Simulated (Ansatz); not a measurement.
## Zn under changes of volume

One of the cells (14.444 Å³/atom); the others are scaled copies at fixed shape and fractional positions:

```xyz
3
Lattice="2.2682 -1.3085 0.0000 2.2682 1.3085 0.0000 -1.5917 0.0000 7.3004" Properties=species:S:1:pos:R:3 pbc="T T T"
Zn    2.9969    0.0000    2.4420
Zn   -0.0523    0.0000    4.8584
Zn    0.0000    0.0000    0.0000
```

This isn't the form of Zn at room conditions, which is hcp.

| Property | Result |
| --- | --- |
| Program | Ansatz 0.2.0 |
| Functional | PBEsol |
| Potentials or basis | Ansatz PAW |
| Cutoff | 420 eV (not typed: the program's choice for these potentials) |
| k mesh | 12 × 12 × 4 |
| Occupations | fermi-dirac, width 0.05 eV |
| Spin | no spin polarisation |

```tsv
volume (Å³/atom)	energy over the lowest point (meV/atom)	pressure (GPa)	largest force (eV/Å)
13.578	9.19	4.8	0.016
13.867	2.65	2.5	0.013
14.156	0.00	0.5	0.012
14.444	0.77	-1.3	0.011
14.733	?	?	?
15.022	10.91	-4.2	0.010
15.311	19.60	-5.4	0.010
```

**Question.** What does the run at 14.733 Å³/atom give?

**Answer.** Energy over the lowest point 4.53 meV/atom; pressure -2.8 GPa; largest force 0.010 eV/Å.

Worked out: A Birch-Murnaghan fit of order 3 (a polynomial in V^(-2/3)) to the other rows has its minimum at 14.23 Å³/atom with B0 = V·E''(V) = 90 GPa and B' = 5.5 at fixed shape and positions, which overstates the stiffness. It gives 4.53 meV/atom at 14.733 Å³/atom, against the run's 4.53, and -dE/dV = -2.8 GPa, against -2.8.

Energies are extrapolated to zero smearing.

Caveats: the PAW data sets come from PBE, with cores solved anew for the run's functional, which leaves a small shift of forces and pressure.
